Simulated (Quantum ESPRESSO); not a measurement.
Si:

```
CELL_PARAMETERS angstrom
0.00000 2.72185 2.72185
2.72185 0.00000 2.72185
2.72185 2.72185 0.00000
ATOMIC_POSITIONS crystal
Si 0.50000 0.50000 0.50000
Si 0.75000 0.75000 0.75000
```

* Program: Quantum ESPRESSO 7.5
* Task: phonons
* Functional: PBE
* Potentials or basis: SPMS 1.0 PBE
* Cutoff: 544 eV
* Density cutoff: 2177 eV
* k mesh: 8 × 8 × 8, shifted
* Occupations: fermi-dirac, width 0.05 eV
* Spin: no spin polarisation
* Mixing beta: 0.5
* Most SCF iterations: 120
* SCF threshold: 4e-10 Ry

The first run showed a gap, so the response started from a second, tighter run with fixed occupations.

Q: What is the highest optical frequency at the zone centre?

A: 510 cm⁻¹, a mode of symmetry T2g (Raman).

Optical modes at Γ, degenerate ones joined, polar ones without the macroscopic field:
| cm⁻¹ | components | symmetry | active in | IR intensity, summed ((D/Å)²/amu) |
| --- | --- | --- | --- | --- |
| 510 | 3 | T2g | Raman | 0.00 |

Born effective charge tensors (e):
atom 1, Si
```
0.00 0.00 0.00
0.00 0.00 0.00
0.00 0.00 0.00
```
atom 2, Si
```
0.00 0.00 0.00
0.00 0.00 0.00
0.00 0.00 0.00
```

Electronic dielectric tensor:
```
12.92  0.00  0.00
 0.00 12.92  0.00
 0.00  0.00 12.92
```
